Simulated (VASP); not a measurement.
## A VASP 6.6.1 single-point calculation on Si

INCAR

```
IBRION = -1
LWAVE = .FALSE.
LASPH = .TRUE.
LCHARG = .FALSE.
ISMEAR = -1
ENCUT = 520
NSW = 0
NBANDS = 11
GGA = PE
PREC = Accurate
EDIFF = 1E-7
ISIF = 2
SIGMA = 0.02
LREAL = .FALSE.
NELECT = 9
NELM = 84
```

KPOINTS

```
KPOINTS created by Atomic Simulation Environment
0
Gamma
8 8 8
0 0 0
```

POSCAR

```
Si
 1.0000000000000000
     0.0000000000000000    2.7493400846000000    2.7022135923000001
     2.7493400846000000    0.0000000000000000    2.7022135923000001
     2.7493400846000000    2.7493400846000000    0.0000000000000000
 Si
   2
Cartesian
  0.0000000000000000  0.0000000000000000  0.0000000000000000
  1.3746700423000000  1.3746700423000000  1.3511067961500001
```

The recommended PBE PAW datasets give the neutral cell 8 valence electrons.

Command

```
mpirun -np 1 vasp_std
```

OSZICAR

```
N       E                     dE             d eps       ncg     rms          rms(c)
DAV:   1     0.158543656545E+02    0.15854E+02   -0.34901E+03  1306   0.606E+02
DAV:   2    -0.343254700431E+01   -0.19287E+02   -0.18668E+02  1711   0.929E+01
DAV:   3    -0.403554894984E+01   -0.60300E+00   -0.59857E+00  1707   0.140E+01
DAV:   4    -0.403981293121E+01   -0.42640E-02   -0.42626E-02  1558   0.147E+00
DAV:   5    -0.403985568663E+01   -0.42755E-04   -0.42755E-04  1640   0.137E-01    0.513E+00
DAV:   6    -0.389697153632E+01    0.14288E+00   -0.49328E-01  1451   0.286E+00    0.300E+00
DAV:   7    -0.383680005983E+01    0.60171E-01   -0.10256E-01  1565   0.148E+00    0.735E-01
DAV:   8    -0.383617370824E+01    0.62635E-03   -0.61015E-03  1573   0.437E-01    0.148E-01
DAV:   9    -0.383600888066E+01    0.16483E-03   -0.20122E-03  1433   0.199E-01    0.409E-02
DAV:  10    -0.383595801621E+01    0.50864E-04   -0.96767E-05  1481   0.535E-02    0.256E-02
DAV:  11    -0.383595952525E+01   -0.15090E-05   -0.35628E-05  1510   0.281E-02    0.261E-02
DAV:  12    -0.383595600625E+01    0.35190E-05   -0.77299E-06  1466   0.124E-02    0.204E-03
DAV:  13    -0.383595606214E+01   -0.55885E-07   -0.12564E-07  1098   0.234E-03
   1 F= -.38359561E+01 E0= -.38350137E+01  d E =-.188478E-02
```

Standard output (part)

```
POSCAR found type information on POSCAR Si
 POSCAR found :  1 types and       2 ions
 LDA part: xc-table for (Slater+PW92), standard interpolation
 POSCAR, INCAR and KPOINTS ok, starting setup
 WAVECAR not read
 entering main loop
 the old and the new charge density differ
    0.513E+00
```

From OUTCAR

```
k-points           NKPTS =     59   k-points in BZ     NKDIM =     59   number of bands    NBANDS=     11

   NELECT =       9.0000    total number of electrons

   dimension x,y,z NGX =    30 NGY =   30 NGZ =   30
   dimension x,y,z NGXF=    60 NGYF=   60 NGZF=   60

  energy-cutoff  :      520.00
  volume of cell :       40.85
      direct lattice vectors                 reciprocal lattice vectors
     0.000000000  2.749340085  2.702213592    -0.181861823  0.181861823  0.185033486
     2.749340085  0.000000000  2.702213592     0.181861823 -0.181861823  0.185033486
     2.749340085  2.749340085  0.000000000     0.181861823  0.181861823 -0.185033486

 k-points in reciprocal lattice and weights: KPOINTS created by Atomic Simulation Env
   0.00000000  0.00000000  0.00000000       0.002
   0.12500000  0.00000000  0.00000000       0.016
   0.25000000  0.00000000  0.00000000       0.016
   0.37500000 -0.00000000  0.00000000       0.016
   0.50000000  0.00000000  0.00000000       0.008
   0.12500000  0.12500000  0.00000000       0.004
   0.25000000  0.12500000  0.00000000       0.016
   0.37500000  0.12500000  0.00000000       0.016
   ...

 E-fermi :   7.3520

 k-point     1 :       0.0000    0.0000    0.0000
  band No.  band energies     occupation
      1      -6.5467      2.00000
      2       5.3240      2.00000
      3       5.3240      2.00000
      4       5.4431      2.00000
      5       7.7792      0.00000
      6       7.8377      0.00000
      7       7.8377      0.00000
      8       8.4820      0.00000
      9      12.6796      0.00000
     10      12.8131      0.00000
     11      13.1228      0.00000

 k-point     2 :       0.1250    0.0000    0.0000
  band No.  band energies     occupation
      1      -6.3438      2.00000
      2       3.7388      2.00000
      3       5.0239      2.00000
      4       5.1194      2.00000
      5       7.6926      0.00000
      6       8.2333      0.00000
      7       8.2581      0.00000
      8       9.8591      0.00000
      9      12.3225      0.00000
     10      12.5606      0.00000
     11      13.5103      0.00000

 k-point     3 :       0.2500    0.0000    0.0000
  band No.  band energies     occupation
      1      -5.7510      2.00000
      2       1.4109      2.00000
      3       4.5383      2.00000
      4       4.6639      2.00000
      5       7.1850      1.99953
      6       8.7208      0.00000
      7       8.7779      0.00000
      8      11.9997      0.00000
      9      12.3460      0.00000
     10      12.4144      0.00000
     11      13.8145      0.00000

 k-point     4 :       0.3750   -0.0000    0.0000
  band No.  band energies     occupation
      1      -4.8583      2.00000
      2      -0.6055      2.00000
      3       4.2015      2.00000
      4       4.3537      2.00000
      5       6.8103      2.00000
      6       8.6087      0.00000
      7       8.7423      0.00000
      8      12.7468      0.00000
      9      13.7012      0.00000
     10      13.8096      0.00000
     11      14.6672      0.00000

 k-point     5 :       0.5000    0.0000    0.0000
  band No.  band energies     occupation
      1      -4.2148      2.00000
      2      -1.6323      2.00000
      3       4.0862      2.00000
      4       4.2487      2.00000
      5       6.6798      2.00000
      6       8.4845      0.00000
      7       8.6330      0.00000
      8      12.5581      0.00000
      9      15.6432      0.00000
     10      15.8392      0.00000
     11      16.1698      0.00000

 ...

  Total        9.5355526      9.5355526      9.5286688      0.0000000      0.0000000      0.0000000
  in kB      373.9812694    373.9812694    373.7112865      0.0000000      0.0000000      0.0000000
  external PRESSURE =     373.8912751 kB  Pullay stress =       0.0000000 kB

 POSITION                                       TOTAL-FORCE (eV/Angst)
 -----------------------------------------------------------------------------------
      0.00000      0.00000      0.00000         0.000000      0.000000     -0.000000
      1.37467      1.37467      1.35111        -0.000000     -0.000000      0.000000
 -----------------------------------------------------------------------------------
    total drift:                               -0.000000     -0.000000     -0.000000

  FREE ENERGIE OF THE ION-ELECTRON SYSTEM (eV)
  ---------------------------------------------------
  free  energy   TOTEN  =        -3.8359560621 eV

  energy  without entropy=       -3.8340712840  energy(sigma->0) =       -3.83501367
```

It converged. Results: pressure 37.4 GPa.

The cell is charged and sits in a uniform background.

For comparison, a separate PBE run of the intended cell, on usual settings and not on those above, gives a gap of 0.47 eV on its mesh and a pressure of 0.1 GPa.

The run above took about 20 s on one core of a shared host (Intel Xeon Platinum 8488C) and held 0.16 GiB at most.
